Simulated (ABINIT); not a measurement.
# Au (Fm-3m) in ABINIT: single point with LDA

Aim: the single point of Au with LDA.

Everything below comes from runs of ABINIT 10.8.3 (patched build). Logs are shortened: lines on timing, memory, paths and dates and some standing lists are left out, and cuts for length are marked. The log counts tension as positive stress, the text compression.

## Step 1: Starting point

Symmetry: Fm-3m, No. 225, cubic system. The conventional cell has a = 4.070 Å, b = 4.070 Å, c = 4.070 Å, α = 90.00°, β = 90.00°, γ = 90.00°. Au (site symmetry m-3m) is surrounded by 12 Au at 2.88 Å.

## Step 2: Single point, LDA

Input file run.abi:

```
# Pseudopotentials
pp_dirpath "./"
pseudos "Au.upf"

# Structure
acell 5.4384893002 5.4384893002 5.4384893002
rprim
     0.0000000000     0.7071067812     0.7071067812
     0.7071067812     0.0000000000     0.7071067812
     0.7071067812     0.7071067812     0.0000000000
ntypat 1
znucl 79
natom 1
typat 1
xcart
     0.0000000000     0.0000000000     0.0000000000 Angstrom

# Plane-wave basis
ecut 28.0

# k points
kptopt 1
ngkpt 8 8 8
nshiftk 1
shiftk 0.0 0.0 0.0

# Exchange and correlation
ixc 7

# Bands and occupations
nband 14
occopt 3
tsmear 0.00183747

# SCF cycle
nstep 100
tolvrs 1.0e-10

# Output
iomode 3
prtwf 0
prtden 0
prteig 0
prtebands 0
enunit 2
```

Potentials or basis: PseudoDojo NC SR LDA v0.4.1 standard.

The run is started by

```bash
$ abinit run.abi > log 2>&1
```

run.abo:

```text
.Version 10.8.3 of ABINIT
 Symmetries : space group Fm -3 m (#225); Bravais cF (face-center cubic)
================================================================================
 Values of the parameters that define the memory need of the present run
     intxc =       0    ionmov =       0      iscf =       7    lmnmax =       7
     lnmax =       7     mgfft =      27  mpssoang =       4    mqgrid =    3001
     natom =       1  nloc_mem =       1    nspden =       1   nspinor =       1
    nsppol =       1      nsym =      48    n1xccc =    2501    ntypat =       1
    occopt =       3   xclevel =       1
       mpw =         817          nfft =       19683          nkpt =          29
================================================================================
================================================================================

--------------------------------------------------------------------------------
------------- Echo of variables that govern the present computation ------------
--------------------------------------------------------------------------------
 -outvars: echo values of preprocessed input variables --------
            acell      5.4384893002E+00  5.4384893002E+00  5.4384893002E+00 Bohr
              amu      1.96966540E+02
             ecut      2.80000000E+01 Hartree
           enunit           2
              ixc           7
         kptrlatt        8    0    0      0    8    0      0    0    8
          kptrlen      4.35079144E+01
            natom           1
            nband          14
            ngfft          27      27      27
             nkpt          29
            nstep         100
             nsym          48
           ntypat           1
           occopt           3
           prtden           0
        prtebands           0
           prteig           0
            prtwf           0
            rprim      0.0000000000E+00  7.0710678120E-01  7.0710678120E-01
                       7.0710678120E-01  0.0000000000E+00  7.0710678120E-01
                       7.0710678120E-01  7.0710678120E-01  0.0000000000E+00
          spgroup         225
           tolvrs      1.00000000E-10
           tsmear      1.83747000E-03 Hartree
            typat      1
            znucl       79.00000

================================================================================

 chkinp: Checking input parameters for consistency.

================================================================================
== DATASET  1 ==================================================================

--- !DatasetInfo
iteration_state: {dtset: 1, }
dimensions: {natom: 1, nkpt: 29, mband: 14, nsppol: 1, nspinor: 1, nspden: 1, mpw: 817, }
cutoff_energies: {ecut:  28.0, pawecutdg:  -1.0, }
electrons: {nelect:   1.90000000E+01, charge:   0.00000000E+00, occopt:   3.00000000E+00, tsmear:   1.83747000E-03, }
meta: {optdriver: 0, ionmov: 0, optcell: 0, iscf: 7, paral_kgb: 0, }
...

 Exchange-correlation functional for the present dataset will be:
  LDA: Perdew-Wang 92 LSD fit to Ceperley-Alder data - ixc=7
  J.P.Perdew and Y.Wang, PRB 45, 13244 (1992)

 Real(R)+Recip(G) space primitive vectors, cartesian coordinates (Bohr,Bohr^-1):
 R(1)=  0.0000000  3.8455927  3.8455927  G(1)= -0.1300190  0.1300190  0.1300190
 R(2)=  3.8455927  0.0000000  3.8455927  G(2)=  0.1300190 -0.1300190  0.1300190
 R(3)=  3.8455927  3.8455927  0.0000000  G(3)=  0.1300190  0.1300190 -0.1300190
 Unit cell volume ucvol=  1.1374173E+02 bohr^3
 Angles (23,13,12)=  6.00000000E+01  6.00000000E+01  6.00000000E+01 degrees

 getcut: wavevector=  0.0000  0.0000  0.0000  ngfft=  27  27  27
         ecut(hartree)=     28.000   => boxcut(ratio)=   2.00998

--- Pseudopotential description ------------------------------------------------
- pspini: atom type   1  psp file is ./Au.upf
12 -1012 3 -1 1324                            pspcod,pspxc,lmax,lloc,mmax
     nproj     2     2     2     1

   6.12821079E+02                                ecore*ucvol(ha*bohr**3)
--------------------------------------------------------------------------------

================================================================================

--- !BeginCycle
iteration_state: {dtset: 1, }
solver: {iscf: 7, nstep: 100, nline: 4, wfoptalg: 0, }
tolerances: {tolvrs: 1.00E-10, }
...

     iter   Etot(hartree)      deltaE(h)  residm     vres2
 ETOT  1  -147.50167472749    -1.475E+02 1.028E-01 4.505E+01
 ETOT  2  -147.53686034729    -3.519E-02 5.806E-03 3.072E+01
 ETOT  3  -147.54876106457    -1.190E-02 1.205E-03 3.583E-03
 ETOT  4  -147.54876255677    -1.492E-06 1.322E-03 3.877E-04
 ETOT  5  -147.54876264795    -9.118E-08 2.001E-04 4.543E-07
 ETOT  6  -147.54876264807    -1.261E-10 2.273E-04 2.551E-08
 ETOT  7  -147.54876264808    -5.627E-12 3.040E-05 2.053E-10
 ETOT  8  -147.54876264808    -5.230E-12 3.366E-05 3.721E-13

 At SCF step    8       vres2   =  3.72E-13 < tolvrs=  1.00E-10 =>converged.

 Cartesian components of stress tensor (hartree/bohr^3)
  sigma(1 1)=  3.82083003E-04  sigma(3 2)=  0.00000000E+00
  sigma(2 2)=  3.82083003E-04  sigma(3 1)=  0.00000000E+00
  sigma(3 3)=  3.82083003E-04  sigma(2 1)=  0.00000000E+00

--- !ResultsGS
iteration_state: {dtset: 1, }
comment   : Summary of ground state results
lattice_vectors:
- [  0.0000000,   3.8455927,   3.8455927, ]
- [  3.8455927,   0.0000000,   3.8455927, ]
- [  3.8455927,   3.8455927,   0.0000000, ]
lattice_lengths: [   5.43849,    5.43849,    5.43849, ]
lattice_angles: [ 60.000,  60.000,  60.000, ] # degrees, (23, 13, 12)
lattice_volume:   1.1374173E+02
convergence: {deltae: -5.230E-12, res2:  3.721E-13, residm:  3.366E-05, diffor: null, }
etotal    :  -1.47548763E+02
entropy   :   0.00000000E+00
fermie    :   4.72306787E-01
cartesian_stress_tensor: # hartree/bohr^3
- [  3.82083003E-04,   0.00000000E+00,   0.00000000E+00, ]
- [  0.00000000E+00,   3.82083003E-04,   0.00000000E+00, ]
- [  0.00000000E+00,   0.00000000E+00,   3.82083003E-04, ]
pressure_GPa:  -1.1241E+01
xred      :
- [  0.0000E+00,   0.0000E+00,   0.0000E+00, Au]
cartesian_forces: # hartree/bohr
- [ -0.00000000E+00,  -0.00000000E+00,  -0.00000000E+00, ]
force_length_stats: {min:   0.00000000E+00, max:   0.00000000E+00, mean:   0.00000000E+00, }
...

 Integrated electronic density in atomic spheres:
 ------------------------------------------------
 Atom  Sphere_radius  Integrated_density
    1        2.00000         15.56155583
================================================================================

 ----iterations are completed or convergence reached----

 Mean square residual over all n,k,spin=   87.013E-09; max=  33.658E-06
 reduced coordinates (array xred) for    1 atoms
       0.000000000000      0.000000000000      0.000000000000
 rms dE/dt=  0.0000E+00; max dE/dt=  0.0000E+00; dE/dt below (all hartree)
    1       0.000000000000      0.000000000000      0.000000000000

 cartesian coordinates (angstrom) at end:
    1      0.00000000000000     0.00000000000000     0.00000000000000

 cartesian forces (hartree/bohr) at end:
    1     -0.00000000000000    -0.00000000000000    -0.00000000000000
 frms,max,avg= 0.0000000E+00 0.0000000E+00   0.000E+00  0.000E+00  0.000E+00 h/b

 cartesian forces (eV/Angstrom) at end:
    1     -0.00000000000000    -0.00000000000000    -0.00000000000000
 frms,max,avg= 0.0000000E+00 0.0000000E+00   0.000E+00  0.000E+00  0.000E+00 e/A
 length scales=  5.438489300200  5.438489300200  5.438489300200 bohr
              =  2.877924597453  2.877924597453  2.877924597453 angstroms
 Fermi (or HOMO) energy (hartree) =   0.47231   Average Vxc (hartree)=  -0.51779
 Eigenvalues (hartree) for nkpt=  29  k points:
 kpt#   1, nband= 14, wtk=  0.00195, kpt=  0.0000  0.0000  0.0000 (reduced coord)
  -3.41220   -1.61692   -1.61692   -1.61692    0.10421    0.29979    0.29979    0.29979
   0.35754    0.35754    1.00572    1.15254    1.15254    1.15254
      occupation numbers for kpt#   1
   2.00000    2.00000    2.00000    2.00000    2.00000    2.00000    2.00000    2.00000
   2.00000    2.00000    0.00000    0.00000    0.00000    0.00000
 prteigrs : prtvol=0 or 1, do not print more k-points.

 Fermi (or HOMO) energy (eV) =  12.85212   Average Vxc (eV)= -14.08974
 Eigenvalues (   eV  ) for nkpt=  29  k points:
 kpt#   1, nband= 14, wtk=  0.00195, kpt=  0.0000  0.0000  0.0000 (reduced coord)
 -92.85081  -43.99861  -43.99861  -43.99861    2.83564    8.15775    8.15775    8.15775
   9.72913    9.72913   27.36690   31.36218   31.36218   31.36218
 prteigrs : prtvol=0 or 1, do not print more k-points.

--- !EnergyTerms
iteration_state     : {dtset: 1, }
comment             : Components of total free energy in Hartree
kinetic             :  4.25212584566278E+01
hartree             :  2.57975222359246E+01
xc                  : -2.51468811008932E+01
Ewald energy        : -1.07599488135982E+02
psp_core            :  5.38782967480300E+00
local_psp           : -9.07672374844007E+01
non_local_psp       :  2.25841725768497E+00
internal            : -1.47548579096235E+02
'-kT*entropy'       : -1.83551848502568E-04
total_energy        : -1.47548762648084E+02
total_energy_eV     : -4.01500637053358E+03
band_energy         : -1.30642849421882E+01
...

 Cartesian components of stress tensor (hartree/bohr^3)
  sigma(1 1)=  3.82083003E-04  sigma(3 2)=  0.00000000E+00
  sigma(2 2)=  3.82083003E-04  sigma(3 1)=  0.00000000E+00
  sigma(3 3)=  3.82083003E-04  sigma(2 1)=  0.00000000E+00

-Cartesian components of stress tensor (GPa)         [Pressure= -1.1241E+01 GPa]
- sigma(1 1)=  1.12412700E+01  sigma(3 2)=  0.00000000E+00
- sigma(2 2)=  1.12412700E+01  sigma(3 1)=  0.00000000E+00
- sigma(3 3)=  1.12412700E+01  sigma(2 1)=  0.00000000E+00

== END DATASET(S) ==============================================================
================================================================================

 -outvars: echo values of variables after computation  --------
            acell      5.4384893002E+00  5.4384893002E+00  5.4384893002E+00 Bohr
           etotal     -1.4754876265E+02
            fcart     -0.0000000000E+00 -0.0000000000E+00 -0.0000000000E+00
            rprim      0.0000000000E+00  7.0710678120E-01  7.0710678120E-01
                       7.0710678120E-01  0.0000000000E+00  7.0710678120E-01
                       7.0710678120E-01  7.0710678120E-01  0.0000000000E+00
           strten      3.8208300285E-04  3.8208300285E-04  3.8208300285E-04
                       0.0000000000E+00  0.0000000000E+00  0.0000000000E+00
 Calculation completed.
```

Wall time 8.7 s (1 thread of Arm Neoverse V1, shared host); peak memory 0.06 GiB.

Results:

```
Free energy                                           : -4015.0064 eV
Band gap on the k mesh                                : none (metal or under the smearing width)
Valence electrons inside the program's atomic spheres : Au 15.56 (radii [1.0584] Å)
```

Levels at points of the mesh, in eV from the Fermi level:
```csv
k point,band 6,band 7,band 8,band 9,band 10,band 11,band 12,band 13,band 14
"(0.00, 0.00, 0.00)",-4.69,-4.69,-4.69,-3.12,-3.12,14.51,18.51,18.51,18.51
"(0.50, 0.00, 0.00)",-4.73,-4.73,-1.89,-1.89,-1.03,3.13,13.98,17.13,17.13
"(0.50, 0.50, 0.00)",-6.80,-1.93,-1.56,-1.56,0.96,5.83,9.99,9.99,17.38
```

Caveat: the cutoff is too short for stress, so the log's stress isn't used. Spin-orbit coupling is left out, which matters for the levels of Au.
